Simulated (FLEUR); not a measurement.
# Fe (c factor at fixed volume 0.9 on the database's cell): from one collinear state to anisotropy, part 2 of 2

One state of Fe (c factor at fixed volume 0.9 on the database's cell) is converged without symmetry. Force theorems then give its anisotropy.

FLEUR MaX-R8.1; PBE; all-electron FLAPW, Dirac cores, scalar-relativistic bands.

So far. Step 2 (Self-consistent state): After 20 cycles the largest moment stands at 2.51 μB.

This is not the structure that Fe takes at ambient pressure and room temperature (bcc); it is a model or a phase of other conditions.

The database entry behind the starting cell differs from later determinations by our own check (an axis about 0.7 % long against later determinations), so it need not match the best structure at ambient conditions.

## 5. Spin–orbit coupling, moments along [001]

Level of this step: PBE; all-electron FLAPW, Dirac cores, scalar-relativistic bands with spin-orbit coupling (FLEUR).

Spin–orbit coupling ties the spins to the lattice and lets orbital moments form.

A new self-consistent run of the start ferro +, with the moments along z. The k list default-1 (kpts.xml, not shown) is a Γ-centred 28×28×28 mesh.

Input file inp.xml:

```
<?xml version="1.0" encoding="UTF-8" standalone="no"?>
<fleurInput fleurInputVersion="0.39">
   <comment>
      Fe
   </comment>
   <calculationSetup>
      <cutoffs Kmax="3.6" Gmax="10.8" GmaxXC="10.8" numbands="36"/>
      <scfLoop itmax="110" minDistance="0.00002" maxIterBroyd="15" imix="Anderson" alpha="0.05" precondParam="0.0" spinf="2.0" sdNocoIR="T"/>
      <coreElectrons ctail="T" frcor="F" kcrel="0" coretail_lmax="0"/>
      <xcFunctional name="pbe" relativisticCorrections="F"/>
      <magnetism jspins="2"/>
      <soc l_soc="T" theta="0.0" phi="0.0" spav="F"/>
      <expertModes spex="0" secvar="F"/>
      <geometryOptimization l_f="F" forcealpha="1.0" forcemix="BFGS" epsdisp="0.00001" epsforce="0.00001"/>
      <ldaU l_linMix="F" mixParam="0.05" spinf="1.0"/>
   </calculationSetup>
   <cell>
      <bzIntegration valenceElectrons="16.0" mode="hist" fermiSmearingEnergy="0.00183747">
         <kPointListSelection listName="default-1"/>
         <xi:include xmlns:xi="http://www.w3.org/2001/XInclude" href="kpts.xml"> </xi:include>
      </bzIntegration>
      <xi:include xmlns:xi="http://www.w3.org/2001/XInclude" href="sym.xml"> </xi:include>
      <bulkLattice scale="1.0">
         <bravaisMatrix>
            <row-1>   -2.8743784098028216     2.8743784098028216     2.4541873180180196</row-1>
            <row-2>    2.8743784098028216    -2.8743784098028216     2.4541873180180196</row-2>
            <row-3>    2.8743784098028216     2.8743784098028216    -2.4541873180180196</row-3>
         </bravaisMatrix>
      </bulkLattice>
   </cell>
   <atomSpecies>
      <species name="Iron (Fe) 2.800" element="Fe" atomicNumber="26">
         <mtSphere radius="2.31" gridPoints="763" logIncrement="0.016"/>
         <atomicCutoffs lmax="8" lnonsphr="6"/>
         <electronConfig flipSpins="F">
            <coreConfig>(1s1/2) (2s1/2) (2p1/2) (2p3/2)</coreConfig>
            <valenceConfig>(3s1/2) (3p1/2) (3p3/2) (4s1/2) (3d3/2) (3d5/2)</valenceConfig>
            <stateOccupation state="(3d3/2)" spinUp="1.4" spinDown="1.0"/>
            <stateOccupation state="(3d5/2)" spinUp="3.0" spinDown="0.6"/>
         </electronConfig>
         <energyParameters s="4" p="4" d="3" f="4"/>
         <lo type="SCLO" l="0" n="3" eDeriv="0"/>
         <lo type="SCLO" l="1" n="3" eDeriv="0"/>
      </species>
   </atomSpecies>
   <atomGroups>
      <atomGroup species="Iron (Fe) 2.800">
         <relPos label="                   1">.0000000000 .0000000000 .0000000000</relPos>
         <force calculate="T" relaxXYZ="TTT"/>
      </atomGroup>
   </atomGroups>
   <output dos="F" band="F" slice="F">
      <bandDOS minEnergy="-.5*Htr" maxEnergy="0.5*Htr" sigma="0.015" storeEVData="T"/>
      <plotting iplot="0" polar="F">
         <plot TwoD="T" vec1="  1.0  0.0  0.0" vec2="  0.0  1.0  0.0" vec3="  0.0  0.0  1.0" zero="  0.0  0.0  0.0" file="plot"/>
      </plotting>
      <moessbauerParams electricFieldGradient="F" isomerShift="F" coreHyperfine="F" valenceHyperfine="F"/>
   </output>
</fleurInput>
```

Input file crystal.txt:

```
Fe
&input film=F cartesian=F /
-1.52105555000  1.52105555000  1.29870000000
1.52105555000  -1.52105555000  1.29870000000
1.52105555000  1.52105555000  -1.29870000000
1.8897261246
1.0 1.0 1.0

1
26 0.00000000000  0.00000000000  0.00000000000 : 2.800

&soc 0.0000000 0.0000000 /
&kpt div1=28 div2=28 div3=28 gamma=T /
```

Run with:

```bash
$ OMP_NUM_THREADS=1 inpgen -f crystal.txt > inpgen.log  # inp.xml is then edited as shown
$ OMP_NUM_THREADS=1 mpirun -n 4 fleur_MPI > fleur.log
```

Output:

```text
[banner, memory and clock lines left out]
Welcome to FLEUR        (www.flapw.de)
      MaX-Release 8.1          (www.max-centre.eu)

 ========== k-point set info ==========
 Selected k-point list: default-1
 k-point list type: mesh
 0 x 0 x 0
 Number of k points: 2860

 [... set-up left out ...]
 Iteration:     1   Distance:      10.81949552 me/bohr^3
 Iteration:     2   Distance:       9.05135513 me/bohr^3
 Iteration:     3   Distance:       6.16519288 me/bohr^3
 Iteration:     4   Distance:       2.90001482 me/bohr^3
 Iteration:     5   Distance:       0.98469093 me/bohr^3
 Iteration:     6   Distance:       0.86027424 me/bohr^3
 Iteration:     7   Distance:       0.41203471 me/bohr^3
 Iteration:     8   Distance:       0.24145148 me/bohr^3
 Iteration:     9   Distance:       0.22742173 me/bohr^3
 Iteration:    10   Distance:       0.12011367 me/bohr^3
 Iteration:    11   Distance:       0.12072251 me/bohr^3
 Iteration:    12   Distance:       0.06093812 me/bohr^3
 Iteration:    13   Distance:       0.04192403 me/bohr^3
 Iteration:    14   Distance:       0.00159377 me/bohr^3
 Iteration:    15   Distance:       0.00057714 me/bohr^3
 Iteration:    16   Distance:       0.00053553 me/bohr^3
 Iteration:    17   Distance:       0.00034246 me/bohr^3
 Iteration:    18   Distance:       0.00022155 me/bohr^3
 Iteration:    19   Distance:       0.00007775 me/bohr^3
 Iteration:    20   Distance:       0.00001501 me/bohr^3

 ********************************************************************
 Run finished successfully
 Stop message:
   all done
 ********************************************************************

--- out.xml (last complete iteration) ---
<iteration numberForCurrentRun="   20" overallNumber="   20">
         [... left out ...]
         <bandgap value="0.0000000000" units="eV"/>
         <sumValenceSingleParticleEnergies value="-13.2550920369" units="Htr"/>
         <FermiEnergy value="0.3363772693" units="Htr"/>
         [... left out ...]
         <magneticMomentsInMTSpheres units="muBohr">
            <globalMagMoment atomType="1" vec="0.00000   0.00000   2.51053"/>
         </magneticMomentsInMTSpheres>
         <orbitalMomentsInMTSpheres units="muBohr">
            <globalMagMoment atomType="1" vec="0.00000   0.00000   0.04481"/>
         </orbitalMomentsInMTSpheres>
         [... left out ...]
         <totalEnergy value="    -1272.8006884568" units="Htr">
            <sumOfEigenvalues value="     -735.7289698854">
               <coreElectrons value="-722.4738778485"/>
               <valenceElectrons value="-13.2550920369"/>
            </sumOfEigenvalues>
         [... left out ...]
            <freeEnergy value="-1272.8010156300"/>
            <extrapolationTo0K value="-1272.8008520434"/>
         </totalEnergy>
         <densityConvergence units="me/bohr^3">
            <chargeDensity spin="1" distance="0.0000088263"/>
            <chargeDensity spin="2" distance="0.0000090616"/>
            <overallChargeDensity distance="0.0000150088"/>
            <spinDensity distance="0.0000097348"/>
         </densityConvergence>
      </iteration>
```

Elapsed: 3.2 min, on 4 MPI ranks of Arm Neoverse V2, shared host; peak memory 0.73 GiB.

This step gave:

- free energy: -34634.6801 eV
- program's band gap on this mesh (in a metal only a level spacing): 0 eV
- magnetization: 2.455 μB
- final state: ferromagnetic
- largest moment: 2.511 μB
- orbital moment along the spin: 0.04481 μB

Orbital moment in the sphere, along the spin axis by atom:

```tsv
atom	orbital moment in the sphere, along the spin axis (μB)
Fe1	0.0448
```

## 6. Summary of results

```
reference state                                                             : ferromagnetic
largest sphere moment                                                       : 2.51 μB
easy direction of those tried                                               : the plane normal to [001]
energy along [100] less [001], force theorem                                : -0.0826 meV a primitive cell
orbital moment on the atom of largest spin, along its spin (spin–orbit run) : 0.0448 μB
```

**Reading.** By the force theorem the moments prefer the plane normal to [001], with no direction in it resolved; shape anisotropy is not in it. The difference for the second direction goes from -0.073 meV (mesh 19×19×19, 36 states, 2.6 min of CPU time) to -0.083 meV (mesh 28×28×28, 36 states, 8.2 min). On the atom of largest spin the orbital moment is almost quenched. The state was typed, and no other order was converged beside it, so it need not be the ground state.

[Logs and program files are shortened in this print: banners, set-up blocks, solver, clock and traceback lines can be left out without a mark of their own.]

[Logs are printed without paths, hosts, clocks, repeated set-up lines and the standing remarks that a program may print on its own settings, such as how far it seeks lower states.]

[Hosts, paths, dates, database ids (printed as entryN), source tags and the programs' standing remarks are cut or masked in the printed files.]

[Where a cell is said to come from a database of computed structures, the database is the Materials Project.]
